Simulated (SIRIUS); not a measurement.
Runs of SIRIUS 7.12.0 on Pt. Symmetry: Fm-3m, No. 225, cubic system. Conventional cell: a = 3.922 Å, b = 3.922 Å, c = 3.922 Å, α = 90.00°, β = 90.00°, γ = 90.00°. Around Pt (site symmetry m-3m) lie 12 Pt at 2.77 Å. 

```csv
level,V0 of scaled cells (Å³/atom),B0 (GPa)
PBE+D3,15.07,(a)
PBE+D4,(b),274
PBE,(c),248
PBE+D3(BJ),15.16,276
```

Alike in all rows: task equation of state; potentials or basis all-electron FP-LAPW, apw+lo standard; no spin polarisation; cell as given; k mesh 12 × 12 × 12; cutoff (eV) 181; smearing fermi-dirac 0.05 eV.

**Question.** Fill in the values left out.

**Answer.** (a) 280; (b) 15.22; (c) 15.65.
